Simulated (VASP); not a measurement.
## SrO: atomic charges with LDA

Crystal: SrO.

```
Sr O
1.0
     5.13260    0.00000    0.00000
     0.00000    5.13260    0.00000
     0.00000    0.00000    5.13260
Sr O
4 4
Direct
  0.50000 0.00000 0.00000
  0.00000 0.50000 0.00000
  0.00000 0.00000 0.50000
  0.50000 0.50000 0.50000
  0.00000 0.00000 0.00000
  0.00000 0.50000 0.50000
  0.50000 0.00000 0.50000
  0.50000 0.50000 0.00000
```

```json
{"Program": "VASP 6.6.1", "Task": "atomic charges", "Functional": "LDA", "Potentials or basis": "VASP PAW LDA potentials, release 64 (Sr_sv, O)", "Cutoff": "520 eV", "k mesh": "5 × 5 × 5", "Occupations": "gaussian, width 0.01 eV", "Spin": "no spin polarisation", "Further INCAR settings": "ALGO = Fast; EDIFF = 1e-06"}
```

| Item | Value |
| --- | --- |
| Pressure | -3.1 GPa |
| Band gap on the k mesh | 3.10 eV |
| Valence electrons inside the program's atomic spheres | Sr 8.09; O 4.94 |

Levels at points of the mesh, in eV from the valence-band top:
```
           k point  band 30  band 31  band 32  band 33  band 34  band 35
(0.00, 0.00, 0.00)     0.00     0.00     0.00     3.10     3.10     3.10
```

It took 59 s on 1 thread of AMD EPYC 9R45 (Zen 5), with other jobs on the host, peak memory 0.18 GiB.

Caveat: an odd mesh through Γ misses points on the zone boundary, where band edges often lie. As with any semilocal functional, this LDA gap is likely too small.
